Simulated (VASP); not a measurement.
# AgBr (Fm-3m) in VASP: notebook

One crystal, AgBr, is run at these levels: PBE, HSE06; tasks: single point.

All numbers are computed with VASP 6.6.1; they aren't measurements. Logs are shortened: lines on timing, memory, paths and dates and some standing lists are left out, and cuts for length are marked.

## (1) The crystal as given

The structure is cubic, space group Fm-3m (No. 225). The conventional cell has a = 5.785 Å, b = 5.785 Å, c = 5.785 Å, α = 90.00°, β = 90.00°, γ = 90.00°. Around Ag (site symmetry m-3m) lie 6 Br at 2.89 Å. Br (site symmetry m-3m) is surrounded by 6 Ag at 2.89 Å.

The cell was built by a generator and needn't be a form met in nature.

## (2) Single point, PBE

Input file INCAR:

```
PREC = Accurate
ENCUT = 520
EDIFF = 1E-6
ISMEAR = 0
SIGMA = 0.01
LREAL = F
LASPH = T
NELM = 100
ALGO = Fast
ISIF = 2
LWAVE = F
LCHARG = T
GGA = PE
LELF = T
LVHAR = T
NBANDS = 16
```

Input file KPOINTS:

```
regular mesh
0
Gamma
  6 6 6
```

Input file POSCAR:

```
AgBr
1.0
    0.0000000000      2.8927333105      2.8927333105
    2.8927333105      0.0000000000      2.8927333105
    2.8927333105      2.8927333105      0.0000000000
Ag Br
1 1
Direct
    0.0000000000      0.0000000000      0.0000000000
    0.5000000000      0.5000000000      0.5000000000
```

Potentials or basis: VASP PAW PBE potentials, release 64 (Ag, Br).

The run is started by

```sh
$ cat potpaw_PBE.64/Ag/POTCAR potpaw_PBE.64/Br/POTCAR > POTCAR
$ mpirun -np 1 vasp_std > vasp.out
```

OUTCAR:

```text
PREC = Accurate
   ENCUT = 520
   EDIFF = 1E-6
   ISMEAR = 0
   LREAL = F
   LASPH = T
   NELM = 100
   ISIF = 2
   GGA = PE

 ion  position               nearest neighbor table
   1  0.000  0.000  0.000-   2 2.89   2 2.89   2 2.89   2 2.89   2 2.89   2 2.89
   2  0.500  0.500  0.500-   1 2.89   1 2.89   1 2.89   1 2.89   1 2.89   1 2.89

  LATTYP: Found a face centered cubic cell.
 ALAT       =     5.7854666210

  Lattice vectors:

 A1 = (   0.0000000000,   2.8927333105,   2.8927333105)
 A2 = (   2.8927333105,   0.0000000000,   2.8927333105)
 A3 = (   2.8927333105,   2.8927333105,   0.0000000000)

Analysis of symmetry for initial positions (statically):
=====================================================================
 Subroutine PRICEL returns:
 Original cell was already a primitive cell.

 Routine SETGRP: Setting up the symmetry group for a
 face centered cubic supercell.

 Subroutine GETGRP returns: Found 48 space group operations
 (whereof 48 operations were pure point group operations)
 out of a pool of 48 trial point group operations.

The static configuration has the point symmetry O_h .

Analysis of symmetry for dynamics (positions and initial velocities):
=====================================================================
 Subroutine PRICEL returns:
 Original cell was already a primitive cell.

 Routine SETGRP: Setting up the symmetry group for a
 face centered cubic supercell.

 Subroutine GETGRP returns: Found 48 space group operations
 (whereof 48 operations were pure point group operations)
 out of a pool of 48 trial point group operations.

The dynamic configuration has the point symmetry O_h .

 Subroutine INISYM returns: Found 48 space group operations
 (whereof 48 operations are pure point group operations),
 and found     1 'primitive' translations

----------------------------------------------------------------------------------------

                                     Primitive cell

  volume of cell :      48.4122

  direct lattice vectors                    reciprocal lattice vectors
     0.000000000  2.892733311  2.892733311    -0.172846905  0.172846905  0.172846905
     2.892733311  0.000000000  2.892733311     0.172846905 -0.172846905  0.172846905
     2.892733311  2.892733311  0.000000000     0.172846905  0.172846905 -0.172846905

  length of vectors
     4.090942680  4.090942680  4.090942680     0.299379622  0.299379622  0.299379622

  position of ions in fractional coordinates (direct lattice)
     0.000000000  0.000000000  0.000000000
     0.500000000  0.500000000  0.500000000

  ion indices of the primitive-cell ions
   primitive index   ion index
                 1           1
                 2           2

----------------------------------------------------------------------------------------

 KPOINTS: regular mesh

Automatic generation of k-mesh.
 Grid dimensions read from file:
 generate k-points for:    6    6    6

 Generating k-lattice:

  Cartesian coordinates                     Fractional coordinates (reciprocal lattice)
    -0.028807818  0.028807818  0.028807818     0.166666667  0.000000000  0.000000000
     0.028807818 -0.028807818  0.028807818     0.000000000  0.166666667  0.000000000
     0.028807818  0.028807818 -0.028807818     0.000000000  0.000000000  0.166666667

  Length of vectors
     0.049896604  0.049896604  0.049896604

  Shift w.r.t. Gamma in fractional coordinates (k-lattice)
     0.000000000  0.000000000  0.000000000

 Subroutine IBZKPT returns following result:
 ===========================================

 Found     16 irreducible k-points:

 Following reciprocal coordinates:
            Coordinates               Weight
  0.000000  0.000000  0.000000      1.000000
  0.166667  0.000000  0.000000      8.000000
  0.333333  0.000000  0.000000      8.000000
  0.500000  0.000000  0.000000      4.000000
  0.166667  0.166667  0.000000      6.000000
  0.333333  0.166667  0.000000     24.000000
[... 8 lines left out ...]
 -0.333333  0.333333  0.166667     24.000000
 -0.333333  0.500000  0.166667     12.000000
   k-points           NKPTS =     16   k-points in BZ     NKDIM =     16   number of bands    NBANDS=     16
   number of dos      NEDOS =    301   number of ions     NIONS =      2
   total plane-waves  NPLWV =  27000
   dimension x,y,z NGX =    30 NGY =   30 NGZ =   30
   dimension x,y,z NGXF=    60 NGYF=   60 NGZF=   60
   ions per type =               1   1
   NGX,Y,Z   is equivalent  to a cutoff of  12.19, 12.19, 12.19 a.u.
   NGXF,Y,Z  is equivalent  to a cutoff of  24.38, 24.38, 24.38 a.u.
 SYSTEM =  unknown system
   PREC   = accura    normal or accurate (medium, high low for compatibility)
   ISTART =      0    job   : 0-new  1-cont  2-samecut
   ICHARG =      2    charge: 1-file 2-atom 10-const
   ISPIN  =      1    spin polarized calculation?
   LNONCOLLINEAR =      F non collinear calculations
   LSORBIT =      F    spin-orbit coupling
   LASPH  =      T    aspherical Exc in radial PAW
   ENCUT  =  520.0 eV  38.22 Ry    6.18 a.u.   7.61  7.61  7.61*2*pi/ulx,y,z
   NELM   =    100;   NELMIN=  2; NELMDL= -5     # of ELM steps
   EDIFF  = 0.1E-05   stopping-criterion for ELM
   LREAL  =      F    real-space projection
   EDIFFG = 0.1E-04   stopping-criterion for IOM
   NSW    =      0    number of steps for IOM
   IBRION =     -1    ionic relax: 0-MD 1-quasi-New 2-CG
   NFREE  =      0    steps in history (QN), initial steepest desc. (CG)
   ISIF   =      2    stress and relaxation
   ISYM   =      2    0-nonsym 1-usesym 2-fastsym
   POTIM  = 0.5000    time-step for ionic-motion
   TEBEG  =    0.0;   TEEND  =   0.0 temperature during run
   PSTRESS=    0.0 pullay stress
   NELECT =      18.0000    total number of electrons
   NUPDOWN=      -1.0000    fix difference up-down
   EMIN   =  10.00;   EMAX   =-10.00  energy-range for DOS
   EFERMI =   0.00;   METHOD = LEGACY
   ISMEAR =     0;   SIGMA  =   0.01  broadening in eV -4-tet -1-fermi 0-gaus
   EFERMI_NEDOS =   21; number of points for ismear=-14 and -15
   IALGO  =     68    algorithm
   IMIX   =      4    mixing-type and parameters
     AMIX     =   0.40;   BMIX     =  1.00
     AMIX_MAG =   1.60;   BMIX_MAG =  1.00
  volume/ion in A,a.u.               =      24.21       163.35
  Fermi-wavevector in a.u.,A,eV,Ry     =   1.177192  2.224570 18.854693  1.385781
  Thomas-Fermi vector in A             =   2.313543
   LORBIT       =      0    0 simple, 1 ext, 2 COOP (PROOUT), +10 PAW based schemes
   GGA     = PE    functional components
   LHFCALC =     F    Hartree Fock is set to
   AEXX    =    0.0000 exact exchange contribution
   IVDW    =     0    specifies the selected vdW correction
   LEPSILON=     F    determine dielectric tensor
   LRPA    =     F    only Hartree local field effects (RPA)
 non-spin polarized calculation
 RMM-DIIS sequential band-by-band and
 Gauss-broadening in eV      SIGMA  =   0.01
  energy-cutoff  :      520.00
  volume of cell :       48.41
 maximum number of plane-waves:      1315
   NGX = 15   NGY = 15   NGZ = 15

 number of electron      18.0000004 magnetization

 Free energy of the ion-electron system (eV)
  ---------------------------------------------------
  ext. energy  EPLUGINS =         0.00000000
  ---------------------------------------------------
  free energy    TOTEN  =        -4.99414148 eV

  energy without entropy =       -4.99414148  energy(sigma->0) =       -4.99414148

 E-fermi :   3.4468     XC(G=0):  -9.7405

 val. band max:        3.3366494065   @ k =   0.5000   0.0000   0.0000
 cond. band min:       4.0132734890   @ k =   0.0000   0.0000   0.0000
 fundamental gap:      0.6766240826
 Fermi energy:         3.4467584943

 k-point     1 :       0.0000    0.0000    0.0000
  band No.  band energies     occupation
      1     -11.5945      2.00000
      2       0.6368      2.00000
      3       0.6368      2.00000
      4       0.6369      2.00000
      5       0.6369      2.00000
      6       0.6369      2.00000
[... 8 lines left out ...]
     15      15.0276      0.00000
     16      15.0276      0.00000

 k-point     2 :       0.1667    0.0000    0.0000
  band No.  band energies     occupation
      1     -11.4968      2.00000
      2       0.0028      2.00000
      3       0.0778      2.00000
      4       0.0778      2.00000
      5       0.7064      2.00000
      6       0.7064      2.00000
[... 8 lines left out ...]
     15      14.2657      0.00000
     16      14.5242      0.00000

 k-point     3 :       0.3333    0.0000    0.0000
  band No.  band energies     occupation
      1     -11.2885      2.00000
      2      -1.2354      2.00000
      3      -0.4873      2.00000
      4      -0.4873      2.00000
      5       0.8506      2.00000
      6       0.8506      2.00000
[... 8 lines left out ...]
     15      15.3448      0.00000
     16      15.3448      0.00000

 k-point     4 :       0.5000    0.0000    0.0000
  band No.  band energies     occupation
      1     -11.1770      2.00000
      2      -1.7414      2.00000
      3      -0.6915      2.00000
      4      -0.6915      2.00000
      5       0.9255      2.00000
      6       0.9255      2.00000
[... 8 lines left out ...]
     15      16.5082      0.00000
     16      16.5083      0.00000

 k-point     5 :       0.1667    0.1667    0.0000
  band No.  band energies     occupation
      1     -11.4698      2.00000
      2      -0.5151      2.00000
      3       0.4667      2.00000
      4       0.4667      2.00000
      5       0.5724      2.00000
      6       0.6743      2.00000
[... 8 lines left out ...]
     15      16.5646      0.00000
     16      16.9618      0.00000

 k-point     6 :       0.3333    0.1667    0.0000
  band No.  band energies     occupation
      1     -11.3099      2.00000
      2      -1.0544      2.00000
      3      -0.1780      2.00000
      4      -0.0751      2.00000
      5       0.6867      2.00000
      6       0.8671      2.00000
[... 8 lines left out ...]
     15      16.4873      0.00000
     16      16.5441      0.00000

 k-point     7 :       0.5000    0.1667    0.0000
  band No.  band energies     occupation
      1     -11.1699      2.00000
      2      -1.4349      2.00000
      3      -0.6494      2.00000
      4      -0.5357      2.00000
      5       0.8484      2.00000
      6       0.9449      2.00000
[... 8 lines left out ...]
     15      16.7700      0.00000
     16      17.3017      0.00000

 k-point     8 :      -0.3333    0.1667    0.0000
  band No.  band energies     occupation
      1     -11.2002      2.00000
      2      -1.3928      2.00000
      3      -0.6409      2.00000
      4      -0.4209      2.00000
      5       0.8685      2.00000
      6       0.9066      2.00000
[... 8 lines left out ...]
     15      16.2705      0.00000
     16      16.8799      0.00000

 k-point     9 :      -0.1667    0.1667    0.0000
  band No.  band energies     occupation
      1     -11.3670      2.00000
      2      -0.8209      2.00000
      3      -0.4004      2.00000
      4       0.1101      2.00000
      5       0.7468      2.00000
      6       0.8311      2.00000
[... 8 lines left out ...]
     15      15.9831      0.00000
     16      16.1727      0.00000

 k-point    10 :       0.3333    0.3333    0.0000
  band No.  band energies     occupation
      1     -11.2438      2.00000
      2      -1.0786      2.00000
      3       0.4245      2.00000
      4       0.4245      2.00000
      5       0.4443      2.00000
      6       0.7502      2.00000
[... 8 lines left out ...]
     15      17.4579      0.00000
     16      18.8791      0.00000

 k-point    11 :       0.5000    0.3333    0.0000
  band No.  band energies     occupation
      1     -11.1546      2.00000
      2      -0.9074      2.00000
      3      -0.2489      2.00000
      4      -0.0686      2.00000
      5       0.6821      2.00000
      6       0.9835      2.00000
[... 8 lines left out ...]
     15      17.4797      0.00000
     16      18.2509      0.00000

 k-point    12 :      -0.3333    0.3333    0.0000
  band No.  band energies     occupation
      1     -11.1325      2.00000
      2      -1.0568      2.00000
      3      -0.5282      2.00000
      4      -0.5055      2.00000
      5       0.8538      2.00000
      6       0.9408      2.00000
[... 8 lines left out ...]
     15      15.6558      0.00000
     16      18.8148      0.00000

 k-point    13 :       0.5000    0.5000    0.0000
  band No.  band energies     occupation
      1     -11.1464      2.00000
      2      -0.7736      2.00000
      3       0.3807      2.00000
      4       0.6174      2.00000
      5       0.6174      2.00000
      6       0.7885      2.00000
[... 8 lines left out ...]
     15      18.1686      0.00000
     16      18.1707      0.00000

 k-point    14 :       0.5000    0.3333    0.1667
  band No.  band energies     occupation
      1     -11.1927      2.00000
      2      -1.1559      2.00000
      3      -0.4854      2.00000
      4      -0.1429      2.00000
      5       0.8214      2.00000
      6       0.9257      2.00000
[... 8 lines left out ...]
     15      17.1350      0.00000
     16      18.3689      0.00000

 k-point    15 :      -0.3333    0.3333    0.1667
  band No.  band energies     occupation
      1     -11.1325      2.00000
      2      -1.0594      2.00000
      3      -0.5367      2.00000
      4      -0.5118      2.00000
      5       0.8815      2.00000
      6       0.9447      2.00000
[... 8 lines left out ...]
     15      16.0250      0.00000
     16      17.9353      0.00000

 k-point    16 :      -0.3333    0.5000    0.1667
  band No.  band energies     occupation
      1     -11.1247      2.00000
      2      -0.6392      2.00000
      3      -0.5251      2.00000
      4      -0.1957      2.00000
      5       1.0241      2.00000
      6       1.0254      2.00000
[... 8 lines left out ...]
     15      16.9370      0.00000
     16      18.1447      0.00000

------------------------ aborting loop because EDIFF is reached ----------------------------------------

  FORCE on cell =-STRESS in cart. coord.  units (eV):
  Direction    XX          YY          ZZ          XY          YZ          ZX
  --------------------------------------------------------------------------------------
  -------------------------------------------------------------------------------------
  Total        0.3458931      0.3458931      0.3458931      0.0000000      0.0000000     -0.0000000
  in kB       11.4471473     11.4471473     11.4471473      0.0000000      0.0000000     -0.0000000
  external PRESSURE =      11.4471473 kB  Pullay stress =       0.0000000 kB

 VOLUME and BASIS-vectors are now :
 -----------------------------------------------------------------------------
  energy-cutoff  :      520.00
  volume of cell :       48.41
      direct lattice vectors                 reciprocal lattice vectors
     0.000000000  2.892733311  2.892733311    -0.172846905  0.172846905  0.172846905
     2.892733311  0.000000000  2.892733311     0.172846905 -0.172846905  0.172846905
     2.892733311  2.892733311  0.000000000     0.172846905  0.172846905 -0.172846905

 POSITION                                       TOTAL-FORCE (eV/Angst)
 -----------------------------------------------------------------------------------
      0.00000      0.00000      0.00000         0.000000     -0.000000     -0.000000
      2.89273      2.89273      2.89273         0.000000      0.000000      0.000000
 -----------------------------------------------------------------------------------
    total drift:                               -0.000000      0.000000      0.000000

  FREE ENERGIE OF THE ION-ELECTRON SYSTEM (eV)
  ---------------------------------------------------
  free  energy   TOTEN  =        -4.9941414813 eV

  energy  without entropy=       -4.9941414813  energy(sigma->0) =       -4.99414148
```

It took 8.9 s on 1 thread of Intel Xeon Platinum 8488C (Sapphire Rapids), shared host; peak memory 0.16 GiB.

What came out:

```yaml
Free_energy: -4.9941 eV
Pressure: 1.1 GPa
Band_gap_on_the_k_mesh: 0.68 eV, indirect (least direct gap 2.53 eV)
```

(Part 1 of 2 ends here.)
